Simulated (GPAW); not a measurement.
Crystal: Zn.

```xyz
1
Lattice="0.0000 1.9648 1.9648 1.9648 0.0000 1.9648 1.9648 1.9648 0.0000" Properties=species:S:1:pos:R:3 pbc="T T T"
Zn    0.0000    0.0000    0.0000
```

This isn't the form of Zn at room conditions, which is hcp.

```yaml
Program: GPAW 26.7.0
Task: relaxation of cell and atoms
Functional: PBEsol
Dispersion: D4
Potentials_or_basis: PAW data sets generated in the run's folder for this functional
Cutoff: 600 eV
Basis: pw
k_mesh: 12 × 12 × 12
Occupations: fermi-dirac, width 0.05 eV
Spin: no spin polarisation
```

At the start: pressure -7.3 GPa; volume 15.17 Å³/atom.

How do energy, volume and symmetry change on relaxing?

Over 4 steps the energy falls by 36.2 meV/atom and the volume is 13.76 Å³/atom (-9.3 %); space group Fm-3m (No. 225, to 0.05 Å).

The path:
| step | energy change (eV) | largest force (eV/Å) | pressure (GPa) | volume (Å³) |
| --- | --- | --- | --- | --- |
| 1 | 0.0000 | 0.0000 | -7.26 | 15.17 |
| 2 | -0.0177 | 0.0000 | -5.51 | 14.73 |
| 3 | -0.0356 | 0.0000 | 1.28 | 13.56 |
| 4 | -0.0362 | 0.0000 | -0.15 | 13.76 |

Final structure:
```cif
data_structure
_symmetry_space_group_name_H-M 'P 1'
_symmetry_Int_Tables_number 1
_cell_length_a 2.6896
_cell_length_b 2.6896
_cell_length_c 2.6896
_cell_angle_alpha 60.000
_cell_angle_beta 60.000
_cell_angle_gamma 60.000
_cell_volume 13.76
loop_
_atom_site_label
_atom_site_type_symbol
_atom_site_fract_x
_atom_site_fract_y
_atom_site_fract_z
_atom_site_occupancy
Zn1 Zn 0.00000 0.00000 0.00000 1
```

Caveat: later steps reuse the first step's grids; pairwise dispersion overbinds metals, which lowers pressure and volume.
